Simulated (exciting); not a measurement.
**Cu: optical spectrum with LDA-Wigner**

The system is Cu.

```xyz
1
Lattice="0.0000 1.8313 1.8313 1.8313 0.0000 1.8313 1.8313 1.8313 0.0000" Properties=species:S:1:pos:R:3 pbc="T T T"
Cu    0.0000    0.0000    0.0000
```

The cell isn't the ideal one: volume scaled by 1.04.

- Program: exciting (release sodium)
- Task: optical spectrum
- Functional: LDA-Wigner
- Potentials or basis: all-electron LAPW+lo, shipped species files, valence relativity iora*
- rgkmax: 8
- k mesh: 13 × 13 × 13, shifted
- Occupations: methfessel-paxton-2, width 0.05 eV
- Spin: no spin polarisation
- outputlevel: normal
- Top of the spectrum (Ha): 0.5 Ha
- Broadening (Ha): 0.01 Ha
- gmaxvr (cutoff of density and potential): 14 1/bohr
- lmaxapw (and lmaxmat): 10
- lmaxvr: 8
- nempty: 26
- Valence relativity: iora*
- epsengy: 1e-05 Ha
- epspot: 1e-05 Ha
- maxscl: 60
- Muffin-tin radii: Cu 2.0 bohr

The all electrons inside the program's atomic spheres are Cu 27.32 (radii Cu 2.0 bohr).

Levels at points of the mesh, in eV from the Fermi level:
| k point | band 5 | band 6 | band 7 | band 8 | band 9 | band 10 | band 11 | band 12 | band 13 | band 14 |
| --- | --- | --- | --- | --- | --- | --- | --- | --- | --- | --- |
| (0.50, 0.50, 0.50) | -2.91 | -2.91 | -1.53 | -1.53 | -0.99 | 3.50 | 20.83 | 21.21 | 21.21 | 25.33 |

Dielectric function (mean over the directions given):
| energy (eV) | real part | imaginary part |
| --- | --- | --- |
| 0.27 | 8.92 | 0.15 |
| 0.95 | 9.82 | 0.79 |
| 1.63 | 11.03 | 4.53 |
| 2.31 | 6.95 | 6.49 |
| 3.06 | 4.73 | 6.38 |
| 3.74 | 4.07 | 5.76 |
| 4.42 | 3.65 | 6.09 |
| 5.10 | 1.16 | 5.40 |
| 5.85 | 0.83 | 4.11 |
| 6.53 | 0.96 | 3.52 |
| 7.21 | 0.58 | 3.02 |
| 7.89 | 0.74 | 2.66 |
| 8.64 | 0.58 | 2.21 |
| 9.32 | 0.80 | 2.13 |
| 10.00 | 0.80 | 1.90 |
| 10.68 | 0.86 | 1.80 |
| 11.43 | 1.00 | 1.72 |
| 12.11 | 0.87 | 1.83 |
| 12.79 | 0.83 | 1.74 |
| 13.54 | 0.73 | 1.65 |

Wall time 57 s on 1 thread of Arm Neoverse V1 (shared host), peak memory 0.32 GiB.

Caveat: the intraband (Drude) term of the metal is left out; spectra need much finer meshes, so this one isn't converged; independent-particle spectra lack excitons.
